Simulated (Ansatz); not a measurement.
# GaSb (F-43m) in Ansatz: notebook

Runs on GaSb. Level: PBEsol. Tasks: band structure.

Program: Ansatz 0.2.0. These are calculated values, not measurements. Logs are shortened: lines on timing, memory, paths and dates and some standing lists are left out, and cuts for length are marked.

**The experiment to reproduce.**

A printed reference work, data compilation reports, for a bulk crystal of GaSb at 4.2 K: band gap 0.811 eV (direct).

The runs below are set against these values where they give the same quantity.

## (1) The crystal as given

The structure is cubic, space group F-43m (No. 216). The conventional cell has a = 6.118 Å, b = 6.118 Å, c = 6.118 Å, α = 90.00°, β = 90.00°, γ = 90.00°. Sb (site symmetry -43m) is surrounded by 4 Ga at 2.65 Å. Ga (site symmetry -43m) is surrounded by 4 Sb at 2.65 Å.

## (2) Band structure, PBEsol

Input file input.yaml:

```yaml
crystal:
  lattice:
    - [0.0, 3.059, 3.059]
    - [3.059, 0.0, 3.059]
    - [3.059, 3.059, 0.0]
  atoms:
    - { symbol: Sb, position: [0.75, 0.75, 0.75] }
    - { symbol: Ga, position: [0.0, 0.0, 0.0] }
kpoints:
  mp_grid: { grid: [8, 8, 8] }
  band_path:
    path:
      - [0.0, 0.0, 0.0]
      - [0.5, 0.0, 0.5]
      - [0.5, 0.25, 0.75]
      - [0.375, 0.375, 0.75]
      - [0.0, 0.0, 0.0]
      - [0.5, 0.5, 0.5]
      - [0.625, 0.25, 0.625]
      - [0.5, 0.25, 0.75]
    npoints: 6
scf:
  occupations: { method: fermi_dirac, width: 0.05 }
hamiltonian:
  xc: pbesol
  pseudopotentials:
    kind: all_electron
    lapw: { basis_error: 0.001 }
    dirac_shells: { Ga: ["3p"], Sb: ["3p", "3d"] }
output:
  forces: true
  stress: true
  eigenvalues: true
```

Potentials or basis: all-electron LAPW, inner shells corrected to Dirac's equation.

The run is started by

```console
ansatz run input.yaml --threads 1 --pin off --max-ram 3072MiB --backend cpu --events-out ev --progress --plain --runs-dir out
```

Output:

```text
Warning: RAYON_NUM_THREADS=1 ignored (pool sized by the plan → 1); use --threads N
LAPW: plane waves up to 8.547 Å⁻¹, error target 1.0e-3 eV per atom; small_component_spin mean_spin; Ga in spheres of 1.299 Å, 21 of its electrons in bands, Dirac shells [2p, 3p]; Sb in spheres of 1.350 Å, 23 of its electrons in bands, Dirac shells [2p, 3p, 3d] (how accurate: hamiltonian.pseudopotentials.lapw.basis_error, Limitations)
Engine: ansatz 0.2.0, x86_64-unknown-linux-gnu
Pseudopotentials: kind: all_electron
Pseudopotential: Sb, LAPW, valence charge 23, lapw/all_electron/scalar/gaussian/Sb, Koelling and Harmon's equation with Dirac's for 2p 3p 3d, gaussian nucleus
Pseudopotential: Ga, LAPW, valence charge 21, lapw/all_electron/scalar/gaussian/Ga, Koelling and Harmon's equation with Dirac's for 2p 3p, gaussian nucleus
Functional definition: PBEsol
  exchange = pbesol_x
  correlation = pbesol_c
Crystal: 2 atoms, lattice volume = 57.249 Å³
Basis set: ecut = 278.306053878754 eV, 609 PW (Γ), exchange–correlation at level 2
Bands: 27, of which v1, the nominal top of the filled ones, is band 22 counted from 1 (21 counted from 0)
Symmetry: 24 space group operations
Space group: F-43m (ITA 216), of the structure as read, at distance tolerance 3.9e-5 Å
k-points: 29 of 512 (time reversal used)
Non-local potential: Sb, projectors of the file, none
Non-local potential: Ga, projectors of the file, none
Initial density: superposition of atomic densities (chi_scale 0.1, normalization cell, long waves kept (reshape's long-wave potential 0.00 eV rms))
Initial wavefunctions: plane waves of lowest kinetic energy (no species holds an atomic orbital)
Functional: x = pbesol(κ = 0.804, μ = 0.12345679012345678), c = pbesol(β = 0.046)
iter 1 solved again at ethr=6.27e-4 eV; its pass at ethr=1.00e-1 eV (dr2=2.76e-1 eV) is discarded
SCF iter   1: F=—  HF=-229208.417568 eV  |F-HF|=—  |Δ(HF+E_count)|=         —  Δρ=2.09e-2  dr2=2.77e-1  ethr=6.27e-4  ⟨swp⟩=2.8  Hψ=5050  notcnv=0
preconditioner: auto → none  [insulator: Δε(μ)=0.396 eV  Ē_g=15.043 eV  σ=0.050 eV  W_gap=0.53  n_scr=14 (ndim 8)  ℏωp=20.8 eV  f_vac=0.129  D(μ)=0.05/eV (n_scr^D=0)  ε∞_Penn≈2.9]
SCF iter   2: F=—  HF=-229208.344541 eV  |F-HF|=—  |Δ(HF+E_count)|=   7.30e-2  Δρ=9.30e-3  dr2=5.39e-2  ethr=6.27e-4  ⟨swp⟩=2.0  Hψ=2320  notcnv=0
iter 3 solved again at ethr=1.10e-5 eV; its pass at ethr=1.23e-4 eV (dr2=4.85e-3 eV) is discarded
SCF iter   3: F=—  HF=-229208.338754 eV  |F-HF|=—  |Δ(HF+E_count)|=   5.79e-3  Δρ=2.72e-3  dr2=4.86e-3  ethr=1.10e-5  ⟨swp⟩=2.0  Hψ=3914  notcnv=0
SCF iter   4: F=—  HF=-229208.329049 eV  |F-HF|=—  |Δ(HF+E_count)|=   9.71e-3  Δρ=3.96e-4  dr2=5.73e-5  ethr=1.10e-5  ⟨swp⟩=2.0  Hψ=2184  notcnv=0
SCF iter   5: F=—  HF=-229208.329099 eV  |F-HF|=—  |Δ(HF+E_count)|=         —  Δρ=6.99e-5  dr2=2.08e-6  ethr=1.30e-7  ⟨swp⟩=3.0  Hψ=2267  notcnv=0
the basis was enlarged: its passes take 121.9 KiB over the memory plan, 1 of 1 planned eigensolver slots
SCF iter   6: F=-229208.329102 eV  HF=-229208.329102 eV  |F-HF|=6.23e-8  |Δ(HF+E_count)|=   2.69e-6  Δρ=1.06e-5  dr2=5.93e-8  ethr=4.73e-9  ⟨swp⟩=3.0  Hψ=2296  notcnv=0
SCF 1 converged in 6 iterations: F = -229208.329102 eV  dr2 = 5.93e-8
NSCF: frozen V_eff on 43 k-points
SCF converged after 6 iterations
Free energy (F): -229208.329102 eV
Harris-Foulkes:  -229208.329102 eV  (|F-HF|=6.23e-8)
Internal energy: -229208.328587 eV  (E = F + TS)
E sigma→0 (E₀):  -229208.328844 eV
Entropy (-TS):   -0.000514 eV (-0.257 meV/atom)
Fermi energy:    9.694226 eV
--- Per-component energies (eV) ---
  E_band       = -1773.360273
  E_kinetic    = 239957.018762
  E_xc         = -6587.972735
  E_electrostatic = -462577.374614  (all electrons and nuclei)
  E_smearing   = -0.000514  (= −TS)
  E_closure    = 0.000000  (closes the sum)
  E_atoms      = -229200.200265  (free atoms, spherical and without spin; not in F)
  Σ components = -229208.329102   (vs F -229208.329102, Δ=0.00e0)
  Basis errors (estimates in eV, not in F): energy 4.4e-4 per atom: plane waves 3.9e-4 (2.3e-4 summed), levels above the bands 1.0e-60, relativity 1.3e-7, radial functions 4.5e-5, core shells 4.6e-8; eigenvalues (radial functions only) 9.2e-7; not estimated: angular momenta, meshes, grids; target (lapw.basis_error) 1.0e-3; muffin-tin radii Ga 1.299 Å, Sb 1.350 Å
--- Forces (eV/Å), atoms counted from 1 ---
  atom   1  Sb    -0.00000000     0.00000000     0.00000000
  atom   2  Ga     0.00000000    -0.00000000    -0.00000000
  max |Σ_I F_I| component: 1.33e-17 eV/Å
--- Stress (GPa, compression-positive) ---
       -0.143226       0.000000      -0.000000
        0.000000      -0.143226       0.000000
       -0.000000       0.000000      -0.143226
  P = ⅓ Tr σ = -0.1432 GPa (-1.432 kbar)
--- Band table (eV; the first three rows and the last of 29) ---
  k-point 0: bands = ["-134.0894", "-133.8541", "-87.1145", "-87.1145", "-87.1145", "-84.7543", "-84.7543", "-84.7543", "-19.0603", "-19.0603", "-19.0603", "-19.0399", "-19.0399", "-5.3453", "-5.3453", "-5.3453", "-5.2957", "-5.2957", "-1.8632", "9.6246", "9.6409", "9.6409", "9.6409", "12.4104", "12.4104", "12.4104", "15.2768"]
  k-point 1: bands = ["-134.0894", "-133.8541", "-87.1145", "-87.1145", "-87.1145", "-84.7543", "-84.7543", "-84.7543", "-19.0602", "-19.0599", "-19.0599", "-19.0398", "-19.0398", "-5.3497", "-5.3434", "-5.3434", "-5.2959", "-5.2959", "-1.7029", "7.6131", "9.3874", "9.3874", "10.6385", "12.7574", "12.7574", "13.0307", "16.1338"]
  k-point 2: bands = ["-134.0894", "-133.8541", "-87.1145", "-87.1145", "-87.1145", "-84.7543", "-84.7543", "-84.7543", "-19.0600", "-19.0589", "-19.0589", "-19.0395", "-19.0395", "-5.3601", "-5.3391", "-5.3391", "-5.2963", "-5.2963", "-1.2465", "5.5973", "8.9390", "8.9390", "10.4024", "13.2728", "13.2728", "14.7829", "16.7035"]
  k-point 28: bands = ["-134.0894", "-133.8541", "-87.1145", "-87.1145", "-87.1145", "-84.7543", "-84.7543", "-84.7543", "-19.0597", "-19.0580", "-19.0543", "-19.0404", "-19.0379", "-5.3860", "-5.3267", "-5.3220", "-5.3017", "-5.2965", "0.6304", "2.9644", "6.2711", "6.4922", "13.3059", "13.8932", "14.0161", "14.3485", "19.5359"]
```

Wall time 44 s (1 thread of Intel Xeon at 2.50GHz (Skylake/Cascade Lake), shared host); peak memory 0.33 GiB.

What came out:

```yaml
Free_energy: -229208.3291 eV
Pressure: -0.1 GPa
Band_gap_along_the_path: none (metal or under the smearing width)
```

Levels at the corners of the path, in eV from the Fermi level:
```tsv
point	band 18	band 19	band 20	band 21	band 22	band 23	band 24	band 25	band 26	band 27
Γ	-14.99	-11.56	-0.07	-0.05	-0.05	-0.05	2.72	2.72	2.72	5.58
X	-14.99	-9.11	-6.87	-2.63	-2.63	0.80	1.11	8.64	8.64	9.94
W	-14.99	-9.06	-6.73	-3.42	-3.20	3.61	4.20	4.32	4.65	9.84
K	-14.99	-9.17	-6.69	-3.69	-2.25	1.29	3.78	6.52	6.76	7.44
Γ	-14.99	-11.56	-0.07	-0.05	-0.05	-0.05	2.72	2.72	2.72	5.58
L	-14.99	-9.93	-6.44	-1.21	-1.21	0.30	3.68	3.68	6.28	9.20
U	-14.99	-9.17	-6.69	-3.69	-2.25	1.29	3.78	6.52	6.76	7.44
W	-14.99	-9.06	-6.73	-3.42	-3.20	3.61	4.20	4.32	4.65	9.84
```

Caveat: spin-orbit coupling is left out, which moves the levels of the heavy elements.

## (3) Band structure, PBEsol

input.yaml: that of step 2 with these lines changed.

```diff
@@ -9,3 +9,3 @@
 kpoints:
-  mp_grid: { grid: [8, 8, 8] }
+  mp_grid: { grid: [6, 6, 6] }
   band_path:
@@ -20,3 +20,3 @@
       - [0.5, 0.25, 0.75]
-    npoints: 6
+    npoints: 10
 scf:
@@ -25,6 +25,3 @@
   xc: pbesol
-  pseudopotentials:
-    kind: all_electron
-    lapw: { basis_error: 0.001 }
-    dirac_shells: { Ga: ["3p"], Sb: ["3p", "3d"] }
+  pseudopotentials: { kind: all_electron, lapw: { basis_error: 0.001 } }
 output:
```

Potentials or basis: all-electron LAPW, scalar-relativistic.

The run is started by

```console
ansatz run input.yaml --threads 1 --pin off --max-ram 3072MiB --backend cpu --events-out ev --progress --plain --runs-dir out
```

It took 34 s on 1 thread of Intel Xeon at 2.50GHz (Skylake/Cascade Lake), shared host; peak memory 0.3 GiB.

The run converged. Its results:

| Quantity | Value |
| --- | --- |
| Free energy | -229152.0746 eV |
| Pressure | -0.1 GPa |
| Band gap along the path | none (metal or under the smearing width) |

Levels at the corners of the path, in eV from the Fermi level:
| point | band 20 | band 21 | band 22 | band 23 | band 24 | band 25 |
| --- | --- | --- | --- | --- | --- | --- |
| Γ | -0.07 | -0.05 | -0.05 | -0.05 | 2.72 | 2.72 |
| X | -6.87 | -2.63 | -2.63 | 0.80 | 1.11 | 8.64 |
| W | -6.73 | -3.42 | -3.20 | 3.61 | 4.20 | 4.32 |
| K | -6.68 | -3.69 | -2.25 | 1.29 | 3.78 | 6.52 |
| Γ | -0.07 | -0.05 | -0.05 | -0.05 | 2.72 | 2.72 |
| L | -6.44 | -1.20 | -1.20 | 0.30 | 3.68 | 3.68 |
| U | -6.68 | -3.69 | -2.25 | 1.29 | 3.78 | 6.52 |
| W | -6.73 | -3.42 | -3.20 | 3.61 | 4.20 | 4.32 |

Caveat: the k mesh is thin for a metal, which can move the energy by tens of meV per atom; spin-orbit coupling is left out, which moves the levels of the heavy elements.

## (4) Band structure, PBEsol, spin-orbit coupling, no magnetisation

input.yaml: that of step 3 with these lines changed.

```diff
@@ -26,2 +26,5 @@
   pseudopotentials: { kind: all_electron, lapw: { basis_error: 0.001 } }
+magnetization:
+  noncollinear: true
+  spin_orbit: true
 output:
```

Potentials or basis: all-electron LAPW, relativistic spinors.

The run is started by

```console
ansatz run input.yaml --threads 1 --pin off --max-ram 3072MiB --backend cpu --events-out ev --progress --plain --runs-dir out
```

Output:

```text
Warning: RAYON_NUM_THREADS=1 ignored (pool sized by the plan → 1); use --threads N
LAPW: plane waves up to 8.547 Å⁻¹, error target 1.0e-3 eV per atom; Dirac's equation on spinors; Ga in spheres of 1.299 Å, 21 of its electrons in bands; Sb in spheres of 1.350 Å, 23 of its electrons in bands (how accurate: hamiltonian.pseudopotentials.lapw.basis_error, Limitations)
[... 65 lines left out ...]
  k-point 2: bands = ["-134.0140", "-134.0140", "-133.8551", "-133.8551", "-93.0574", "-93.0574", "-87.2200", "-87.2200", "-84.4437", "-84.4437", "-84.4436", "-84.4436", "-83.5913", "-83.5913", "-83.5913", "-83.5913", "-19.7460", "-19.7459", "-19.7448", "-19.7448", "-18.5125", "-18.5125", "-18.5016", "-18.5016", "-18.4989", "-18.4988", "-5.6074", "-5.6074", "-5.6039", "-5.5995", "-5.1666", "-5.1666", "-5.1425", "-5.1425", "-5.1284", "-5.1239", "-0.8133", "-0.8133", "4.4439", "4.4439", "8.4741", "8.4741", "8.8950", "8.8951", "10.1918", "10.1918", "13.3198", "13.3198", "13.4640", "13.4716", "16.0076", "16.0076", "16.5595", "16.5595"]
  k-point 15: bands = ["-134.0139", "-134.0139", "-133.8551", "-133.8551", "-93.0574", "-93.0574", "-87.2200", "-87.2200", "-84.4437", "-84.4437", "-84.4436", "-84.4436", "-83.5913", "-83.5913", "-83.5913", "-83.5913", "-19.7454", "-19.7448", "-19.7440", "-19.7440", "-18.5118", "-18.5107", "-18.4997", "-18.4997", "-18.4991", "-18.4988", "-5.6274", "-5.6107", "-5.5932", "-5.5881", "-5.1899", "-5.1551", "-5.1373", "-5.1358", "-5.1276", "-5.1233", "0.6366", "0.6421", "2.8760", "2.9715", "6.2451", "6.5389", "6.6423", "6.6552", "12.0414", "12.2640", "12.4054", "12.4270", "15.5590", "15.7405", "15.7440", "15.7756", "19.2935", "19.7111"]
```

bands.tsv:

```text
[... 85 lines left out ...]
```

Wall time 2.8 min (1 thread of Intel Xeon at 2.50GHz (Skylake/Cascade Lake), shared host); peak memory 0.52 GiB.

What came out:

```
Free energy             : -229210.1312 eV
Pressure                : 0.0 GPa
Band gap along the path : none (metal or under the smearing width)
```

Levels at the corners of the path, in eV from the Fermi level:
| point | band 40 | band 41 | band 42 | band 43 | band 44 | band 45 | band 46 | band 47 | band 48 | band 49 |
| --- | --- | --- | --- | --- | --- | --- | --- | --- | --- | --- |
| Γ | -0.70 | -0.22 | -0.22 | 0.02 | 0.02 | 0.02 | 0.02 | 2.41 | 2.41 | 2.63 |
| X | -7.03 | -2.93 | -2.93 | -2.67 | -2.67 | 0.64 | 0.64 | 0.96 | 0.96 | 8.30 |
| W | -6.83 | -3.78 | -3.45 | -3.35 | -3.33 | 3.23 | 3.62 | 4.03 | 4.08 | 4.12 |
| K | -6.80 | -3.97 | -3.76 | -2.42 | -2.40 | 1.12 | 1.15 | 3.55 | 3.68 | 6.24 |
| Γ | -0.70 | -0.22 | -0.22 | 0.02 | 0.02 | 0.02 | 0.02 | 2.41 | 2.41 | 2.63 |
| L | -6.60 | -1.58 | -1.58 | -1.17 | -1.17 | 0.15 | 0.15 | 3.46 | 3.46 | 3.58 |
| U | -6.80 | -3.97 | -3.76 | -2.42 | -2.40 | 1.12 | 1.15 | 3.55 | 3.68 | 6.24 |
| W | -6.83 | -3.78 | -3.45 | -3.35 | -3.33 | 3.23 | 3.62 | 4.03 | 4.08 | 4.12 |

Caveat: the k mesh is thin for a metal, which can move the energy by tens of meV per atom.

## (5) Summary

```csv
potentials or basis,spin,k mesh,pressure (GPa)
"all-electron LAPW, inner shells corrected to Dirac's equation",off,8 × 8 × 8,-0.1
"all-electron LAPW, scalar-relativistic",off,6 × 6 × 6,-0.1
"all-electron LAPW, relativistic spinors","SOC, no magnetisation",6 × 6 × 6,0.0
```

Alike in all rows: task band structure; level PBEsol; cell as given; cutoff (eV) 278; smearing fermi-dirac 0.05 eV; basis error allowed 0.001 eV/atom.

Caveats: spin-orbit coupling is left out, which moves the levels of the heavy elements (some runs); the k mesh is thin for a metal, which can move the energy by tens of meV per atom (some runs).

Compare energies only between runs with the same functional and basis.

## (6) Against experiment

Step 2. A measured gap of GaSb is 0.811 eV (direct; 4.2 K; a printed reference work, data compilation); the calculated 0.00 eV misses it by -0.81 eV. Spin-orbit coupling on Ga, Sb is left out. The value is that of PBEsol, without temperature or zero-point motion. Semilocal functionals fall short of measured gaps as a rule.

Step 3. A measured gap of GaSb is 0.811 eV (direct; 4.2 K; a printed reference work, data compilation); the calculated 0.00 eV misses it by -0.81 eV. Spin-orbit coupling on Ga, Sb is left out. The value is that of PBEsol, without temperature or zero-point motion. Semilocal functionals fall short of measured gaps as a rule.

Step 4. Measured gap of GaSb: 0.811 eV (direct; 4.2 K; a printed reference work, data compilation). This calculation gives 0.00 eV (-0.81 eV). The value is that of PBEsol, without temperature or zero-point motion. Semilocal functionals fall short of measured gaps as a rule.
